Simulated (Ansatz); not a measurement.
The system is Sn.

```
Sn
1.0
    -2.94014    2.94014    1.59930
     2.94014   -2.94014    1.59930
     2.94014    2.94014   -1.59930
Sn
2
Direct
  0.00000 0.00000 0.00000
  0.75000 0.25000 0.50000
```

```yaml
Program: Ansatz 0.2.0
Task: relaxation of cell and atoms
Functional: BLYP
Potentials_or_basis: all-electron LAPW, scalar-relativistic
Basis_error_allowed: 0.001 eV/atom
k_mesh: 9 × 9 × 9
Occupations: fermi-dirac, width 0.05 eV
Spin: no spin polarisation
```

At the start: volume 27.65 Å³/atom.

Task: How do energy, volume and symmetry change on relaxing?

Result: Over 5 steps the energy falls by 55.8 meV/atom and the volume is 31.19 Å³/atom (+12.8 %); space group I4_1/amd (No. 141, to 0.05 Å).

Step by step:
```
step  energy change (eV)  largest force (eV/Å)  volume (Å³)
   1              0.0000                0.0000        55.30
   2             -0.1098                0.0000        63.42
   3             -0.1116                0.0000        62.59
   4             -0.1117                0.0000        62.37
   5             -0.1117                0.0000        62.37
```

Final structure:
```cif
data_structure
_symmetry_space_group_name_H-M 'P 1'
_symmetry_Int_Tables_number 1
_cell_length_a 4.6427
_cell_length_b 4.6427
_cell_length_c 4.6427
_cell_angle_alpha 97.332
_cell_angle_beta 97.332
_cell_angle_gamma 138.140
_cell_volume 62.37
loop_
_atom_site_label
_atom_site_type_symbol
_atom_site_fract_x
_atom_site_fract_y
_atom_site_fract_z
_atom_site_occupancy
Sn1 Sn 0.00000 0.00000 0.00000 1
Sn2 Sn 0.75000 0.25000 0.50000 1
```
